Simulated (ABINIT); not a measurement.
Runs of ABINIT 10.8.3 (patched build) on MoS2. It takes space group P-3m1 (No. 164, trigonal). The conventional cell has a = 3.227 Å, b = 3.227 Å, c = 6.312 Å, α = 90.00°, β = 90.00°, γ = 120.00°. Around Mo (site symmetry -3m) lie 6 S at 2.42 Å. S (site symmetry 3m) is surrounded by 3 Mo at 2.42 Å. Measurements of this composition are mostly on another form, of space group No. 194.

```tsv
task	level	potentials or basis	k mesh	mesh quality	gap on the mesh (eV)	pressure (GPa)	largest force (eV/Å)
band structure	LDA	JTH PAW LDA v2.0	9 × 9 × 4	not flagged	none	-6.0	0.15
single point	LDA	JTH PAW LDA v2.0	7 × 7 × 3	not flagged	none	-5.7	0.17
single point	PBEsol	JTH PAW PBE v2.0	4 × 4 × 2	coarse	none	-2.5	0.17
band structure	PBE	JTH PAW PBE v2.0	9 × 9 × 4	not flagged	none	1.1	0.29
single point	PBE	JTH PAW PBE v2.0	12 × 12 × 5	not flagged	none	1.1	(b)
single point	PBE	JTH PAW PBE v2.0	5 × 5 × 2	coarse	none	(c)	0.14
single point	PBEsol	JTH PAW PBE v2.0	12 × 12 × 5	not flagged	none	-3.2	0.04
band structure	PW91	JTH PAW PBE v2.0	9 × 9 × 4	not flagged	none	1.3	0.30
band structure	HCTH407	JTH PAW PBE v2.0	9 × 9 × 4	not flagged	none	-0.2	0.34
band structure	rPW86PBE	JTH PAW PBE v2.0	9 × 9 × 4	not flagged	none	6.7	0.74
band structure	LDA-PZ	JTH PAW LDA v2.0	9 × 9 × 4	not flagged	none	-5.9	(a)
single point	LDA	JTH PAW LDA v2.0	12 × 12 × 5	not flagged	none	-5.9	0.15
```

Alike in all rows: no spin polarisation; cell as given; cutoff (eV) 544; smearing fermi-dirac 0.05 eV.

Question: Fill in the values left out.

Answer: (a) 0.13; (b) 0.28; (c) 1.2.

Caveats: some runs use coarse meshes; this functional lacks dispersion, which binds the layers, so the pressure and a relaxed spacing across them are unreliable (some runs); the PAW data sets were made with another functional, which shifts forces and pressure a little (some runs).

A k mesh can miss the band edges, and the runs leave out spin-orbit coupling on Mo.

A gap of «none» marks a metal or a gap under the smearing width.
